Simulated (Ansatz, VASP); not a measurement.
# Si3Mo in VASP and in Ansatz

```
CELL_PARAMETERS angstrom
0.00000 3.04597 3.04597
3.04597 0.00000 3.04597
3.04597 3.04597 0.00000
ATOMIC_POSITIONS crystal
Si 0.25000 0.25000 0.25000
Si 0.50000 0.50000 0.50000
Si 0.75000 0.75000 0.75000
Mo 0.00000 0.00000 0.00000
```

Change from the starting cell: species swapped into the Li3Mg type (Fm-3m, No. 225).

Alike in both runs: task single point; functional PBE; k mesh 6 × 6 × 6; occupations gaussian, width 0.1 eV; collinear spin.

|  | VASP | Ansatz |
| --- | --- | --- |
| version | VASP 6.6.1 | Ansatz 0.2.0 |
| potentials or method | VASP PAW PBE potentials, release 64 (Si, Mo_sv) | scalar-relativistic, plane waves, PAW |
| plane-wave cutoff (eV) | 520 | 420 |
| valence electrons in the cell | 26 | 26 |

|  | VASP | Ansatz | Ansatz less VASP |
| --- | --- | --- | --- |
| gap on the k mesh at the Fermi level (eV) | none | none | - |
| pressure (GPa) | 0.0 | 0.0 | -0.06 |
| net moment per atom (μB) | 0.00 | 0.00 | 0.000 |

A gap of «none» marks a metal or a gap that the smearing closes. With one functional, cell and mesh, what is left measures potentials, basis and numerics. Ansatz warned: «seeded_moment_not_kept».
